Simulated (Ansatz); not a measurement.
Runs of Ansatz 0.2.0 on CsPbCl3. It takes space group Pm-3m (No. 221, cubic). Conventional cell: a = 5.605 Å, b = 5.605 Å, c = 5.605 Å, α = 90.00°, β = 90.00°, γ = 90.00°. Around Pb (site symmetry m-3m) lie 6 Cl at 2.80 Å. Around Cs (site symmetry m-3m) lie 12 Cl at 3.96 Å. Cl (site symmetry 4/mmm) has 2 Pb at 2.80 Å as nearest neighbours. 

```tsv
cell	target pressure (GPa)	gap on the mesh (eV)	pressure (GPa)
relaxed to 5 GPa	5	2.48	5.0
relaxed to 20 GPa	20	1.81	20.0
relaxed	0	2.87	0.0
relaxed to 30 GPa	30	(a)	30.0
relaxed to 10 GPa	10	(b)	10.0
relaxed to 2 GPa	2	2.70	2.0
```

Alike in all rows: task relaxation of cell and atoms; level PBEsol; potentials or basis Ansatz PAW; no spin polarisation; k mesh 5 × 5 × 5; cutoff (eV) 420; smearing fermi-dirac 0.05 eV.

Problem. Fill in the values left out.

Solution. (a) 1.58; (b) 2.20.

Caveats: odd divisions of the mesh miss points on the zone boundary, where band edges often lie, so the gap on the mesh can be too wide; the plane-wave basis is chosen anew once the cell has moved, so the energies of steps on either side of that aren't comparable; spin-orbit coupling is left out, which as a rule narrows the gap of such compounds by several tenths of an eV; the PAW data sets come from PBE, with cores solved anew for the run's functional, which leaves a small shift of forces and pressure.

A k mesh can miss the band edges, and the runs leave out spin-orbit coupling on Cs, Pb.
